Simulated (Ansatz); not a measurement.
**Slab of wurtzite SiC (10-10), 2 layers**

The slab is cut from the wurtzite crystal, which needn't be the stable phase, as relaxed on PAW files (10.50 Å³/atom), with 16 Å of vacuum and a dipole correction:

```
CELL_PARAMETERS angstrom
3.09192 0.00000 0.00000
0.00000 5.07428 0.00000
0.00000 0.00000 16.89260
ATOMIC_POSITIONS crystal
Si 0.75000 0.56208 0.47358
C 0.75000 0.93792 0.47358
Si 0.25000 0.06208 0.52642
C 0.25000 0.43792 0.52642
```

Level of theory: DFT with PBE, scalar-relativistic, in Ansatz 0.2.0; a Γ-centred 8×5×1 k mesh, Fermi–Dirac smearing of 0.02 eV, no spin polarisation. LAPW: all electrons, basis error target 1 meV/atom; PAW: frozen-core files, cutoff 420 eV.

The bulk energy comes from a cell in the slab's orientation on a 8×5×5 mesh. The surface energy is (E(slab) − N·E(bulk))/2A at zero smearing, the mean of both faces; thin slabs carry quantum-size effects.

Real surfaces of this kind reconstruct, which a 1×1 cell forbids.

Task: As cut, the LAPW slab lies 4.727 eV above 4 atoms of bulk. What surface energy is that?

Result: Over two faces of 15.69 Å² it is 150.6 meV/Å², and times 16.02 J/m² per eV/Å² that gives γ = 2.414 J/m².

Task: What do relaxation and the other method give?

Result: 

```tsv
method	γ as cut (J/m²)	γ relaxed (J/m²)
LAPW	2.414	1.169
PAW	2.417	1.170
```

Task: How do the spacings between the planes relax?

Result: From the bottom face up: d12 -86.9 % of 0.893 Å. The outer plane rumples by 0.201 Å.

Task: Where do the band edges lie?

Result: On the k mesh: gap 2.79 eV, valence top 5.15 eV below the vacuum level.

Task: What changes if the images along the normal are cut off in place of the dipole correction?

Result: LAPW then gives: gap 2.79 eV, valence top 5.15 eV below the vacuum level; PAW: gap 2.80 eV, valence top 5.15 eV below the vacuum level.

Task: A field of 0.5 V/Å is applied along the normal, atoms held. What follows?

Result: LAPW finds an induced dipole of 0.1193 e·Å a cell (PAW 0.1192), that is 2.75 Å for 4πα over the area, against 0.32 Å between the outer atoms.
